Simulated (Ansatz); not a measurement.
Computed with DFT PBE, scalar-relativistic, plane waves, PAW (Ansatz). All cells share a 420 eV cutoff and Γ-centred k meshes spaced at most about 0.3 Å⁻¹ (about 0.25 or finer for metals, 2π included). No spin polarisation.

The zero of energy is the elements' standard structures at the same level; no fitted shifts are applied.

Temperature and zero-point effects are left out. Larger cells and other orderings weren't all tried, so the list isn't exhaustive. No dispersion correction is applied, so the spacing and binding between layers, chains or molecules are poorly described. Kohn–Sham gaps at this level usually fall short of measured ones. The reference form of Se is held partly by dispersion forces, which this level lacks.

A search for Be4Se3 gave 4 distinct relaxed structures. Coordination counts Se atoms around Be (those within 1.25 times the shortest such distance or 1.15 times the sum of covalent radii, 1.27 where that leaves under three). Cells relaxed within their symmetry can be saddle points.

Question: What is the best candidate for Be4Se3?

Answer: The one with space group P-4m2 (No. 115), reached from: a cell proposed by chemical analogy. It has a = 3.526 Å, c = 9.315 Å, 16.5 Å³/atom, a gap of 0.49 eV on the mesh. Be on its first site is surrounded by 2 Se at 2.22 Å; Be on its second site is surrounded by 4 Se at 2.21–2.22 Å; Se on a site of symmetry 2mm has 4 Be at 2.22 Å; Se on a site of symmetry -4m2 has 4 Be at 2.21 Å. Its energy over the elements is −0.307 eV/atom. A negative formation energy is needed for stability but isn't enough: competing phases decide. An observed structure of this formula, if there is one, may be missing.

```
Be Se
1.0
     3.52629    0.00000    0.00000
     0.00000    3.52629    0.00000
     0.00000    0.00000    9.31508
Be Se
4 3
Direct
  0.00000 0.50000 0.56815
  0.00000 0.50000 0.14265
  0.50000 0.00000 0.85735
  0.50000 0.00000 0.43185
  0.50000 0.50000 0.71290
  0.00000 0.00000 0.00000
  0.50000 0.50000 0.28710
```

Question: How much higher is the F-43m structure with 16.7 Å³/atom and coordination Be 1 (reached from: random cell)?

Answer: 0.75 eV/atom. It has no gap on its mesh.

Question: How much higher is the P-62m structure with 22.3 Å³/atom and coordination Be 3 (reached from: random cell)?

Answer: 59 meV/atom. Its gap on the mesh is 0.69 eV.
